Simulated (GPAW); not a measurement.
Input of a GPAW 26.7.0 run:

run.py

```python
from ase import Atoms
from ase.dft.bandgap import bandgap
from ase.io import write
from ase.units import Bohr, GPa
from gpaw import GPAW, PW
from gpaw.elf import elf_from_dft_calculation

atoms = Atoms(['Nb'],
              cell=[[-1.709539, 1.614529, 1.63879],
                    [1.714149, -1.654402, 1.683273],
                    [1.695229, 1.640092, -1.678663]],
              scaled_positions=[[0.001621, -0.00554, -0.000597]],
              pbc=True)

calc = GPAW(mode=PW(600),
            xc='RPBE',
            kpts={'size': (11, 11, 11), 'gamma': True},
            occupations={'name': 'methfessel-paxton', 'order': 0, 'width': 0.01},
            setups={'Nb': ':d,5.3'},
            nbands=15,
            convergence={'density': 1e-05, 'energy': 1e-05},
            maxiter=150,
            txt='gpaw.txt')
atoms.calc = calc
energy = atoms.get_potential_energy()
forces = atoms.get_forces()
stress = atoms.get_stress()
calc.write('gs.gpw')
write('result.traj', atoms)
print(f'Energy: {energy:.6f} eV')
print('Forces (eV/A):')
print(forces.round(4))
print('Stress (GPa):', (stress / GPa).round(3))
print('Fermi level:', round(calc.get_fermi_level(), 4), 'eV')
print(f'Gap: {bandgap(calc)[0]:.4f} eV, direct: {bandgap(calc, direct=True)[0]:.4f} eV')

# fields on the real-space grid
write('density.cube', atoms, data=calc.get_pseudo_density() * Bohr**3)
write('potential.cube', atoms, data=calc.get_electrostatic_potential())
write('elf.cube', atoms, data=elf_from_dft_calculation(calc).data)
```

Potentials or basis: the program's PAW data sets (release 1.2.1) made for this functional, pw.

Launch:

```sh
$ OMP_NUM_THREADS=1 python run.py
```

Question: Estimate the band gap on the k mesh.

Answer: None (metal or under the smearing width).

Question: Predict the pressure.

Answer: 15.2 GPa.

Stress tensor (GPa, compression positive):
```
15.23 -1.57  1.14
-1.57 11.24 -5.31
 1.14 -5.31 19.13
```

Caveat: U without spin polarisation on a metal has little footing; the U is typed as a test and isn't derived for this compound.
